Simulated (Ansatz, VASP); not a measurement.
One calculation of W, two programs

INCAR

```
  PREC = Accurate
  ENCUT = 520
  EDIFF = 1E-6
  ISMEAR = 0
  SIGMA = 0.15
  LREAL = F
  LASPH = T
  NELM = 100
  ALGO = Fast
  ISIF = 2
  LWAVE = F
  LCHARG = F
  GGA = PS
  NBANDS = 21
```

The input KPOINTS:

```
regular mesh
0
Gamma
  22 22 16
```

The input POSCAR:

```
W
1.0
    0.0000000000     -1.9989957669     -1.9989957669
    0.0000000000      1.9989957669     -1.9989957669
    3.9979915338      0.0000000000      0.0000000000
W
2
Direct
    0.5150075355      0.5150075355      0.5000000000
   -0.0150075355     -0.0150075355      0.0000000000
```

Input for Ansatz:

```yaml
crystal:
  lattice:
    - [0.0, -1.9989957669, -1.9989957669]
    - [0.0, 1.9989957669, -1.9989957669]
    - [3.9979915338, 0.0, 0.0]
  atoms:
    - { symbol: W, position: [0.5150075355, 0.5150075355, 0.5] }
    - { symbol: W, position: [-0.0150075355, -0.0150075355, 0.0] }
basis:
  ecutwfc: 420
kpoints:
  mp_grid: { grid: [22, 22, 16] }
hamiltonian:
  xc: pbesol
scf:
  occupations: { method: gaussian, width: 0.15 }
output:
  forces: true
  stress: true
  eigenvalues: true
```

Change from the starting cell: mode 4 (104.6 1/cm) frozen in, largest displacement -0.060 Å.

Alike in both runs: task single point; functional PBEsol; k mesh 22 × 22 × 16; occupations gaussian, width 0.15 eV; no spin polarisation.

|  | VASP | Ansatz |
| --- | --- | --- |
| version | VASP 6.6.1 | Ansatz 0.2.0 |
| potentials or method | VASP PAW PBE potentials, release 64 (W_sv) | scalar-relativistic, plane waves, PAW |
| plane-wave cutoff (eV) | 520 | 420 |
| valence electrons in the cell | 28 | 28 |

Ansatz gave:

```
gap on the k mesh at the Fermi level (eV)       : none
pressure (GPa)                                  : 0.8
largest component of the traceless stress (GPa) : 1.52
rms of the force components (eV/Å)              : 0.254
```

Task: Which values does VASP return?

Result: gap on the k mesh at the Fermi level (eV): none; pressure (GPa): 1.5; largest component of the traceless stress (GPa): 1.54; rms of the force components (eV/Å): 0.257.

Atom by atom the forces differ by 0.003 eV/Å (rms over components). A gap of «none» marks a metal or a gap that the smearing closes.

Caveats: the PAW data sets were made with another functional, which shifts forces and pressure a little (VASP). Spin-orbit coupling is left out, which matters for the levels of W.
